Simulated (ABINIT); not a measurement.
# MgB2 (P6/mmm) in ABINIT: further runs

One crystal, MgB2, is run at these levels: WC; tasks: relaxation of cell and atoms, single point.

Everything below comes from runs of ABINIT 10.8.3 (patched build). Logs are shortened: lines on timing, memory, paths and dates and some standing lists are left out, and cuts for length are marked. The log counts tension as positive stress, the text compression.

## 1. The crystal as given

The structure is hexagonal, space group P6/mmm (No. 191). The conventional cell has a = 3.085 Å, b = 3.085 Å, c = 3.523 Å, α = 90.00°, β = 90.00°, γ = 120.00°. Around Mg (site symmetry 6/mmm) lie 12 B at 2.51 Å. B (site symmetry -6m2) has 3 B at 1.78 Å as nearest neighbours.

## 2. Relaxation of cell and atoms, WC

Input file run.abi:

```
# Pseudopotentials
pp_dirpath "./"
pseudos "Mg.upf, B.upf"

# Structure
acell 3.085 3.085 3.523 Angstrom
rprim
     1.0000000000     0.0000000000     0.0000000000
    -0.5000000000     0.8660254038     0.0000000000
     0.0000000000     0.0000000000     1.0000000000
ntypat 2
znucl 12 5
natom 3
typat 1 2 2
chkprim 0
chksymtnons 0
tolsym 1.0e-6
xred
            0.0            0.0            0.0
            2/3            1/3            1/2
            1/3            2/3            1/2

# Plane-wave basis
ecut 42.0
ecutsm 0.5

# k points
kptopt 1
ngkpt 8 8 6
nshiftk 1
shiftk 0.0 0.0 0.0

# Exchange and correlation
ixc 23

# Bands and occupations
nband 12
occopt 3
tsmear 0.00183747

# SCF cycle
nstep 80
tolvrs 1.0e-12

# Output
iomode 3
prteig 0
prtebands 0
prtwf 0
prtden 0

# Relaxation
ionmov 2
optcell 2
ntime 50
tolmxf 2.0e-5
dilatmx 1.08
```

Potentials or basis: PseudoDojo NC SR PBEsol v0.4.1 standard.

Started as:

```bash
> abinit run.abi > log 2>&1
```

run.abo:

```text
.Version 10.8.3 of ABINIT
 Symmetries : space group P6/m m m (#191); Bravais hP (primitive hexag.)
================================================================================
 Values of the parameters that define the memory need of the present run
     intxc =       0    ionmov =       2      iscf =       7    lmnmax =       4
     lnmax =       4     mgfft =      45  mpssoang =       2    mqgrid =    3001
     natom =       3  nloc_mem =       1    nspden =       1   nspinor =       1
    nsppol =       1      nsym =      24    n1xccc =    2501    ntypat =       2
    occopt =       3   xclevel =       2
       mpw =        3230          nfft =       72000          nkpt =          40
================================================================================
================================================================================

--------------------------------------------------------------------------------
------------- Echo of variables that govern the present computation ------------
--------------------------------------------------------------------------------
 -outvars: echo values of preprocessed input variables --------
            acell      5.8298050984E+00  5.8298050984E+00  6.6575051416E+00 Bohr
              amu      2.43050000E+01  1.08110000E+01
          chkprim           0
      chksymtnons           0
          dilatmx      1.08000000E+00
             ecut      4.20000000E+01 Hartree
           ecutsm      5.00000000E-01 Hartree
           ionmov           2
              ixc          23
         kptrlatt        8    0    0      0    8    0      0    0    6
          kptrlen      3.99450308E+01
            natom           3
            nband          12
            ngfft          40      40      45
             nkpt          40
            nstep          80
             nsym          24
            ntime          50
           ntypat           2
           occopt           3
          optcell           2
           prtden           0
        prtebands           0
           prteig           0
            prtwf           0
            rprim      1.0000000000E+00  0.0000000000E+00  0.0000000000E+00
                      -5.0000000000E-01  8.6602540380E-01  0.0000000000E+00
                       0.0000000000E+00  0.0000000000E+00  1.0000000000E+00
          spgroup         191
           tolmxf      2.00000000E-05
           tolsym      1.00000000E-06
           tolvrs      1.00000000E-12
           tsmear      1.83747000E-03 Hartree
            typat      1  2  2
           xangst      0.0000000000E+00  0.0000000000E+00  0.0000000000E+00
                       1.5425000000E+00  8.9056279024E-01  1.7615000000E+00
                       3.5833971265E-17  1.7811255805E+00  1.7615000000E+00
            xcart      0.0000000000E+00  0.0000000000E+00  0.0000000000E+00
                       2.9149025492E+00  1.6829197715E+00  3.3287525708E+00
                       6.7716391695E-17  3.3658395430E+00  3.3287525708E+00
             xred      0.0000000000E+00  0.0000000000E+00  0.0000000000E+00
                       6.6666666667E-01  3.3333333333E-01  5.0000000000E-01
                       3.3333333333E-01  6.6666666667E-01  5.0000000000E-01
            znucl       12.00000    5.00000

================================================================================

 chkinp: Checking input parameters for consistency.

================================================================================
== DATASET  1 ==================================================================

--- !DatasetInfo
iteration_state: {dtset: 1, }
dimensions: {natom: 3, nkpt: 40, mband: 12, nsppol: 1, nspinor: 1, nspden: 1, mpw: 3230, }
cutoff_energies: {ecut:  42.0, pawecutdg:  -1.0, }
electrons: {nelect:   1.60000000E+01, charge:   0.00000000E+00, occopt:   3.00000000E+00, tsmear:   1.83747000E-03, }
meta: {optdriver: 0, ionmov: 2, optcell: 2, iscf: 7, paral_kgb: 0, }
...

 Exchange-correlation functional for the present dataset will be:
  GGA: Wu Cohen functional - ixc=23
  Z. Wu and R. E. Cohen, PRB 73, 235116 (2006)

 Real(R)+Recip(G) space primitive vectors, cartesian coordinates (Bohr,Bohr^-1):
 R(1)=  5.8298051  0.0000000  0.0000000  G(1)=  0.1715323  0.0990342  0.0000000
 R(2)= -2.9149025  5.0487593  0.0000000  G(2)=  0.0000000  0.1980685  0.0000000
 R(3)=  0.0000000  0.0000000  6.6575051  G(3)=  0.0000000  0.0000000  0.1502064
 Unit cell volume ucvol=  1.9595223E+02 bohr^3
 Angles (23,13,12)=  9.00000000E+01  9.00000000E+01  1.20000000E+02 degrees

 getcut: wavevector=  0.0000  0.0000  0.0000  ngfft=  40  40  45
         ecut(hartree)=     48.989   => boxcut(ratio)=   2.09762

--- Pseudopotential description ------------------------------------------------
- pspini: atom type   1  psp file is ./Mg.upf
  12.00000  10.00000  180301                  znucl, zion, pspdat
12 -116133 1 -1 1510                          pspcod,pspxc,lmax,lloc,mmax
     nproj     2     2

- pspini: atom type   2  psp file is ./B.upf
   5.00000   3.00000  180301                  znucl, zion, pspdat
12 -116133 1 -1 1534                          pspcod,pspxc,lmax,lloc,mmax
     nproj     2     2

   2.49365731E+02                                ecore*ucvol(ha*bohr**3)
--------------------------------------------------------------------------------

================================================================================

=== [ionmov= 2] Broyden-Fletcher-Goldfarb-Shanno method (forces)
================================================================================

--- Iteration: ( 1/50) Internal Cycle: (1/1)
--------------------------------------------------------------------------------

---SELF-CONSISTENT-FIELD CONVERGENCE--------------------------------------------

--- !BeginCycle
iteration_state: {dtset: 1, itime: 1, icycle: 1, }
solver: {iscf: 7, nstep: 80, nline: 4, wfoptalg: 0, }
tolerances: {tolvrs: 1.00E-12, }
...
[... 594 lines left out ...]
  5.81238922661411E+00  0.00000000000000E+00  0.00000000000000E+00
 -2.90619461330706E+00  5.03367672702125E+00  0.00000000000000E+00
  0.00000000000000E+00  0.00000000000000E+00  6.59218565701339E+00
 Unitary Cell Volume (ucvol) [Bohr^3]=  1.92872113685433E+02
 Angles (23,13,12)= [degrees]
  9.00000000000000E+01  9.00000000000000E+01  1.19999999999554E+02
 Lengths [Bohr]
  5.81238922661411E+00  5.81238922669244E+00  6.59218565701339E+00
 Stress tensor in cartesian coordinates (strten) [Ha/bohr^3]
 -9.05645268630892E-08  0.00000000000000E+00  0.00000000000000E+00
  0.00000000000000E+00 -9.05647677598015E-08  0.00000000000000E+00
  0.00000000000000E+00  0.00000000000000E+00 -7.28436892107748E-08
 Total energy (etotal) [Ha]= -6.52557226533498E+01

 Difference of energy with previous step (new-old):
           Absolute (Ha)=-1.53333E-08
           Relative     =-2.34972E-10

 At Broyd/MD step   6, gradients are converged :
  max grad (force/stress) = 9.0565E-06 < tolmxf= 2.0000E-05 ha/bohr (free atoms)

================================================================================

 ----iterations are completed or convergence reached----

 Mean square residual over all n,k,spin=   75.513E-14; max=  35.358E-11
 reduced coordinates (array xred) for    3 atoms
       0.000000000000      0.000000000000      0.000000000000
       0.666666666667      0.333333333333      0.500000000000
       0.333333333333      0.666666666667      0.500000000000
 rms dE/dt=  2.5387E-28; max dE/dt=  5.3853E-28; dE/dt below (all hartree)
    1       0.000000000000      0.000000000000      0.000000000000
    2      -0.000000000000      0.000000000000      0.000000000000
    3       0.000000000000      0.000000000000      0.000000000000

 cartesian coordinates (angstrom) at end:
    1      0.00000000000000     0.00000000000000     0.00000000000000
    2      1.53789195876783     0.88790233639512     1.74421720868326
    3      0.00000000000000     1.77580467279024     1.74421720868326

 cartesian forces (hartree/bohr) at end:
    1     -0.00000000000000    -0.00000000000000    -0.00000000000000
    2      0.00000000000000     0.00000000000000    -0.00000000000000
    3     -0.00000000000000    -0.00000000000000    -0.00000000000000
 frms,max,avg= 5.0433319E-29 9.2651924E-29   0.000E+00  0.000E+00  0.000E+00 h/b

 cartesian forces (eV/Angstrom) at end:
    1     -0.00000000000000    -0.00000000000000    -0.00000000000000
    2      0.00000000000000     0.00000000000000    -0.00000000000000
    3     -0.00000000000000    -0.00000000000000    -0.00000000000000
 frms,max,avg= 2.5933856E-27 4.7643535E-27   0.000E+00  0.000E+00  0.000E+00 e/A
 length scales=  5.812389226614  5.812389226692  6.592185657013 bohr
              =  3.075783917536  3.075783917577  3.488434417367 angstroms
 Fermi (or HOMO) energy (hartree) =   0.26115   Average Vxc (hartree)=  -0.41346
 Eigenvalues (hartree) for nkpt=  40  k points:
 kpt#   1, nband= 12, wtk=  0.00260, kpt=  0.0000  0.0000  0.0000 (reduced coord)
  -2.49252   -1.27985   -1.27985   -1.27941   -0.19792    0.15466    0.27375    0.27375
   0.32786    0.49240    0.49240    0.56124
      occupation numbers for kpt#   1
   2.00000    2.00000    2.00000    2.00000    2.00000    2.00000    0.00210    0.00210
   0.00000    0.00000    0.00000    0.00000
 prteigrs : prtvol=0 or 1, do not print more k-points.

--- !EnergyTerms
iteration_state     : {dtset: 1, itime: 6, icycle: 1, }
comment             : Components of total free energy in Hartree
kinetic             :  3.80889534377659E+01
hartree             :  2.02502074693404E+01
xc                  : -1.03508150835481E+01
Ewald energy        : -3.71247986723174E+01
psp_core            :  1.29290712922888E+00
local_psp           : -5.93324698183001E+01
non_local_psp       : -1.80793647959854E+01
internal            : -6.52553803338159E+01
'-kT*entropy'       : -3.42319533990781E-04
total_energy        : -6.52557226533498E+01
total_energy_eV     : -1.77569867388091E+03
band_energy         : -1.20297670131200E+01
...

 Cartesian components of stress tensor (hartree/bohr^3)
  sigma(1 1)= -9.05645269E-08  sigma(3 2)=  0.00000000E+00
  sigma(2 2)= -9.05647678E-08  sigma(3 1)=  0.00000000E+00
  sigma(3 3)= -7.28436892E-08  sigma(2 1)=  0.00000000E+00

-Cartesian components of stress tensor (GPa)         [Pressure=  2.4907E-03 GPa]
- sigma(1 1)= -2.66450037E-03  sigma(3 2)=  0.00000000E+00
- sigma(2 2)= -2.66450746E-03  sigma(3 1)=  0.00000000E+00
- sigma(3 3)= -2.14313533E-03  sigma(2 1)=  0.00000000E+00

== END DATASET(S) ==============================================================
================================================================================

 -outvars: echo values of variables after computation  --------
            acell      5.8123892266E+00  5.8123892267E+00  6.5921856570E+00 Bohr
           etotal     -6.5255722653E+01
            fcart     -0.0000000000E+00 -0.0000000000E+00 -0.0000000000E+00
                       9.2651923957E-29  5.3492613236E-29 -0.0000000000E+00
                      -9.2651923957E-29 -5.3492613236E-29 -0.0000000000E+00
            rprim      1.0000000000E+00  0.0000000000E+00  0.0000000000E+00
                      -4.9999999999E-01  8.6602540379E-01  0.0000000000E+00
                       0.0000000000E+00  0.0000000000E+00  1.0000000000E+00
           strten     -9.0564526863E-08 -9.0564767760E-08 -7.2843689211E-08
                       0.0000000000E+00  0.0000000000E+00  0.0000000000E+00
           xangst      7.5928359689E-30  9.9250446937E-29  0.0000000000E+00
                       1.5378919588E+00  8.8790233640E-01  1.7442172087E+00
                       3.5492907700E-17  1.7758046728E+00  1.7442172087E+00
             xred      2.1098721485E-29  3.7260271717E-29  0.0000000000E+00
                       6.6666666667E-01  3.3333333333E-01  5.0000000000E-01
                       3.3333333333E-01  6.6666666667E-01  5.0000000000E-01
 Calculation completed.
```

Wall time 2.7 min (1 thread of Intel Xeon 6975P-C (Granite Rapids), shared host); peak memory 0.1 GiB.

What came out:

```
Free energy                            : -1775.6987 eV
Relaxed volume                         : 9.53 Å³/atom
Relaxed cell                           : a = 3.076 Å, b = 3.076 Å, c = 3.488 Å, α = 90.00°, β = 90.00°, γ = 120.00°
Space group after relaxing (to 0.05 Å) : P6/mmm (No. 191)
Energy gained by relaxing              : 1.1 meV/atom
Ionic steps                            : 6
Pressure after relaxing                : 0.0 GPa
Band gap on the k mesh                 : none (metal or under the smearing width)
```

Step by step:
| step | energy change (eV) | largest force (eV/Å) | pressure (GPa) | volume (Å³) |
| --- | --- | --- | --- | --- |
| 1 | 0.0000 | 0.0000 | -2.09 | 29.04 |
| 2 | -0.0020 | 0.0000 | -1.18 | 28.85 |
| 3 | -0.0032 | 0.0000 | 0.10 | 28.59 |
| 4 | -0.0033 | 0.0000 | 0.13 | 28.58 |
| 5 | -0.0034 | 0.0000 | 0.02 | 28.58 |
| 6 | -0.0034 | 0.0000 | 0.00 | 28.58 |

Final structure:
```cif
data_structure
_symmetry_space_group_name_H-M 'P 1'
_symmetry_Int_Tables_number 1
_cell_length_a 3.0758
_cell_length_b 3.0758
_cell_length_c 3.4884
_cell_angle_alpha 90.000
_cell_angle_beta 90.000
_cell_angle_gamma 120.000
_cell_volume 28.58
loop_
_atom_site_label
_atom_site_type_symbol
_atom_site_fract_x
_atom_site_fract_y
_atom_site_fract_z
_atom_site_occupancy
Mg1 Mg 0.00000 0.00000 0.00000 1
B1 B 0.66667 0.33333 0.50000 1
B2 B 0.33333 0.66667 0.50000 1
```

Caveat: the potentials were made for another functional, which shifts forces and pressure.

## 3. Single point, WC (cell relaxed)

Input file run.abi:

```
# Pseudopotentials
pp_dirpath "./"
pseudos "Mg.upf, B.upf"

# Structure
acell 3.07578392 3.0757839189 3.48843442 Angstrom
rprim
     1.0000000000     0.0000000000     0.0000000000
    -0.5000000002     0.8660254037     0.0000000000
     0.0000000000     0.0000000000     1.0000000000
ntypat 2
znucl 12 5
natom 3
typat 1 2 2
xcart
     0.0000000000     0.0000000000     0.0000000000
     1.5378919754     0.8879023278     1.7442172100
    -0.0000000154     1.7758046822     1.7442172100 Angstrom
chkprim 0
chksymtnons 0
tolsym 1.0e-6

# Plane-wave basis
ecut 42.0

# k points
kptopt 1
ngkpt 8 8 6
nshiftk 1
shiftk 0.0 0.0 0.0

# Exchange and correlation
ixc 23

# Bands and occupations
nband 12
occopt 3
tsmear 0.05 eV

# SCF cycle
nstep 100
tolvrs 1.0e-10

# Output
iomode 3
prtwf 0
prteig 0
prtebands 0
enunit 1
prtden 1
prtvha 1
prtvclmb 1
prtpot 1
prtelf 1
```

Potentials or basis: PseudoDojo NC SR PBEsol v0.4.1 standard.

Started as:

```bash
> abinit run.abi > log 2>&1
```

Run time: 22 s. Hardware: 1 thread of Intel Xeon 6975P-C (Granite Rapids), shared host; peak memory 0.08 GiB.

The run converged. Its results:

- Free energy: -1775.6988 eV
- Pressure: 0.0 GPa
- Band gap on the k mesh: none (metal or under the smearing width)
- Valence electrons inside the program's atomic spheres: Mg 8.37; B 2.66

Levels at points of the mesh, in eV from the Fermi level:
```tsv
k point	band 4	band 5	band 6	band 7	band 8	band 9	band 10	band 11	band 12
(0.00, 0.00, 0.00)	-41.92	-12.49	-2.90	0.34	0.34	1.82	6.29	6.29	8.17
(0.50, 0.00, 0.00)	-41.91	-8.57	-7.90	-2.22	0.27	3.14	3.88	5.47	7.31
(0.00, 0.00, 0.50)	-41.93	-11.15	-7.49	0.73	0.73	6.66	6.66	7.94	10.03
(0.50, 0.00, 0.50)	-41.92	-7.55	-6.95	-3.61	-1.91	-1.31	5.76	8.86	8.94
```

Caveat: the potentials were made for another functional, which shifts forces and pressure.
